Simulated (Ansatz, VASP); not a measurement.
**Two plane-wave programs on CdSe (Cadmoselite)**

The input INCAR:

```
PREC = Accurate ; ENCUT = 520
EDIFF = 1E-7 ; ISMEAR = -1
SIGMA = 0.05 ; LREAL = F
LASPH = T ; NELM = 100
ALGO = Normal ; ISIF = 2
LWAVE = F ; LCHARG = F
GGA = PE ; NBANDS = 26
```

KPOINTS

```
regular mesh
0
Gamma
  7 7 4
```

POSCAR

```
CdSe
1.0
    4.2418847678      0.0000000000      0.0000000000
   -2.1209423839      3.6735799689      0.0000000000
    0.0000000000      0.0000000000      6.9251235047
Cd Se
2 2
Direct
    0.6666666667      0.3333333333      0.5000000000
    0.3333333333      0.6666666667      0.0000000000
    0.6666666667      0.3333333333      0.8850000000
    0.3333333333      0.6666666667      0.3850000000
```

Contents of input.yaml:

```yaml
crystal:
  lattice:
    - [4.2418847678, 0.0, 0.0]
    - [-2.1209423839, 3.6735799689, 0.0]
    - [0.0, 0.0, 6.9251235047]
  atoms:
    - { symbol: Cd, position: [0.6666666667, 0.3333333333, 0.5] }
    - { symbol: Cd, position: [0.3333333333, 0.6666666667, 0.0] }
    - { symbol: Se, position: [0.6666666667, 0.3333333333, 0.885] }
    - { symbol: Se, position: [0.3333333333, 0.6666666667, 0.385] }
hamiltonian:
  xc: pbe
  pseudopotentials: { kind: paw }
kpoints:
  mp_grid: { grid: [7, 7, 4] }
scf:
  occupations: { method: fermi_dirac, width: 0.05 }
output:
  forces: true
  stress: true
  eigenvalues: true
  write_density: true
  write_potential: true
  elf: true
  volumetric_format: npy
```

Change from the starting cell: volume scaled by 0.96.

Alike in both runs: task single point; functional PBE; k mesh 7 × 7 × 4; occupations fermi-dirac, width 0.05 eV; no spin polarisation.

|  | VASP | Ansatz |
| --- | --- | --- |
| version | VASP 6.6.1 | Ansatz 0.2.0 |
| potentials or method | VASP PAW PBE potentials, release 64 (Cd, Se) | Ansatz PAW |
| plane-wave cutoff (eV) | 520 | 420 |
| valence electrons in the cell | 36 | 72 |

VASP gave:

| Item | Value |
| --- | --- |
| gap on the k mesh at the Fermi level (eV) | 0.79 |
| least direct gap on the mesh (eV) | 0.79 |
| pressure (GPa) | 6.0 |
| largest component of the traceless stress (GPa) | 1.78 |
| rms of the force components (eV/Å) | 0.194 |

Problem. Which values does Ansatz return?

Solution. gap on the k mesh at the Fermi level (eV): 0.79; least direct gap on the mesh (eV): 0.79; pressure (GPa): 5.6; largest component of the traceless stress (GPa): 1.72; rms of the force components (eV/Å): 0.188.

Atom by atom the forces differ by 0.006 eV/Å (rms over components). The two sets of potentials don't hold the same shells in valence.

Caveats: odd divisions of the mesh miss points on the zone boundary, where band edges often lie, so the gap on the mesh can be too wide (Ansatz).
